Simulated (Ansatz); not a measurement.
La2O3 under changes of volume

One of the cells (23.124 Å³/atom); the others are scaled copies at fixed shape and fractional positions:

```
La O
1.0
     6.37027    0.00000    0.00000
    -3.18514    5.51682    0.00000
     0.00000    0.00000    3.28989
La O
2 3
Direct
  0.66667 0.33333 0.49810
  0.33333 0.66667 0.50190
  0.50461 0.00000 0.00000
  0.00000 0.50461 0.00000
  0.49539 0.49539 0.00000
```

The cell comes from a database or a generator and needn't be the stable form of this composition.

* Program: Ansatz 0.2.0
* Functional: LDA
* Potentials or basis: all-electron LAPW, scalar-relativistic
* Cutoff: 233 eV (chosen from the basis error)
* Basis error allowed: 0.002 eV/atom
* k mesh: 5 × 5 × 8
* Occupations: fermi-dirac, width 0.05 eV
* Spin: no spin polarisation

```csv
volume (Å³/atom),energy over the lowest point (meV/atom),pressure (GPa),gap on the mesh (eV),largest force (eV/Å)
21.736,0.00,0.8,1.16,0.033
22.199,1.01,-1.4,1.28,0.040
22.661,?,?,?,?
23.124,20.50,-5.2,1.49,0.051
23.586,37.77,-6.8,1.59,0.056
24.049,59.37,-8.2,1.67,0.060
24.511,84.83,-9.4,1.74,0.064
```

What does the run at 22.661 Å³/atom give?

Energy over the lowest point 8.05 meV/atom; pressure -3.4 GPa; gap on the mesh 1.39 eV; largest force 0.046 eV/Å.

Worked out: A Birch-Murnaghan fit of order 3 (a polynomial in V^(-2/3)) to the other rows has its minimum at 21.89 Å³/atom with B0 = V·E''(V) = 106 GPa and B' = 4.3 at fixed shape and positions, which overstates the stiffness. It gives 8.05 meV/atom at 22.661 Å³/atom, against the run's 8.05, and -dE/dV = -3.4 GPa, against -3.4. A parabola through the other rows of the gap, of slope 5.21 eV per unit of ln V there, gives 1.39 eV, against the run's 1.39.

Energies are extrapolated to zero smearing.

Caveats: spin-orbit coupling is left out, which moves the levels of the heavy elements; an odd mesh through Γ misses points on the zone boundary, where band edges often lie.
